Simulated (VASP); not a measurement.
# Te: band structure with AM05

Crystal: Te.

```xyz
1
Lattice="2.3059 1.3313 1.6910 -2.3059 1.3313 1.6910 0.0000 -2.6626 1.6910" Properties=species:S:1:pos:R:3 pbc="T T T"
Te    0.0000    0.0000    2.5364
```

This isn't the form of Te at room conditions, which is trigonal, of chains.

* Program: VASP 6.6.1
* Task: band structure
* Functional: AM05
* Potentials or basis: VASP PAW PBE potentials, release 64 (Te)
* Cutoff: 520 eV
* k mesh: 9 × 9 × 9
* Occupations: fermi-dirac, width 0.05 eV
* Spin: no spin polarisation
* Further INCAR settings: ALGO = Normal; EDIFF = 1e-06

The band gap along the path is none (metal or under the smearing width).

Levels at the corners of the path, in eV from the Fermi level:
| point | band 1 | band 2 | band 3 | band 4 | band 5 | band 6 | band 7 |
| --- | --- | --- | --- | --- | --- | --- | --- |
| Γ | -13.99 | 0.97 | 1.44 | 1.44 | 6.06 | 6.06 | 6.65 |
| P | -8.33 | -3.43 | -3.43 | -2.47 | 3.98 | 3.98 | 5.05 |
| P | -8.33 | -3.43 | -3.43 | -2.47 | 3.98 | 3.98 | 5.05 |
| Z | -8.25 | -3.44 | -3.44 | -2.48 | 3.88 | 3.88 | 5.35 |
| Z | -8.25 | -3.44 | -3.44 | -2.48 | 3.88 | 3.88 | 5.35 |
| Q | -8.58 | -3.40 | -3.40 | -2.44 | 4.27 | 4.27 | 4.68 |
| Q | -8.58 | -3.40 | -3.40 | -2.44 | 4.27 | 4.27 | 4.68 |
| Γ | -13.99 | 0.97 | 1.44 | 1.44 | 6.06 | 6.06 | 6.65 |
| Γ | -13.99 | 0.97 | 1.44 | 1.44 | 6.06 | 6.06 | 6.65 |
| F | -10.22 | -5.00 | -4.26 | 1.95 | 3.96 | 10.50 | 12.23 |
| F | -10.22 | -5.00 | -4.26 | 1.95 | 3.96 | 10.50 | 12.27 |
| P1 | -8.33 | -3.43 | -3.43 | -2.47 | 3.98 | 3.98 | 5.05 |
| P1 | -8.33 | -3.43 | -3.43 | -2.47 | 3.98 | 3.98 | 5.05 |
| Q1 | -8.58 | -3.40 | -3.40 | -2.44 | 4.27 | 4.27 | 4.68 |
| Q1 | -8.58 | -3.40 | -3.40 | -2.44 | 4.27 | 4.27 | 4.68 |
| L | -12.11 | -6.33 | 2.46 | 2.79 | 7.70 | 9.01 | 9.98 |
| L | -12.11 | -6.33 | 2.46 | 2.79 | 7.70 | 9.01 | 9.98 |
| Z | -8.25 | -3.44 | -3.44 | -2.48 | 3.88 | 3.88 | 5.35 |

Wall time 16 s on 1 thread of Intel(R) Xeon(R) Platinum 8488C (Sapphire Rapids), on a shared host, peak memory 0.14 GiB.

Caveat: the log is that of the step along the path at fixed density, whose energy, stress, charges and moments have no meaning; spin-orbit coupling is left out, which moves the levels of the heavy elements.
